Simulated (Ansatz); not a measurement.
Crystal: CuI (Marshite).

```
I Cu
1.0
     0.00000    3.03150    3.03150
     3.03150    0.00000    3.03150
     3.03150    3.03150    0.00000
I Cu
1 1
Cartesian
  0.0000 0.0000 0.0000
  4.5473 4.5473 4.5473
```

Base run:

* Program: Ansatz 0.2.0
* Functional: PBEsol
* Potentials or basis: all-electron LAPW, relativistic spinors
* Cutoff: 283 eV
* Density cutoff: 1131 eV
* Basis error allowed: 0.001 eV/atom
* k mesh: 6 × 6 × 6
* Occupations: fermi-dirac, width 0.05 eV
* Spin: spin-orbit coupling, no magnetisation

Its results: band gap on the k mesh 0.85 eV, direct; pressure -2.5 GPa.

Problem. The run is repeated on the same cell with these changes: functional from PBEsol to PBE. What comes out?

Solution. Band gap on the k mesh 0.97 eV, direct; pressure 0.4 GPa.

PBE binds less tightly than PBEsol, so the same cell stands under more pressure.

Not every run made on this cell is shown here.
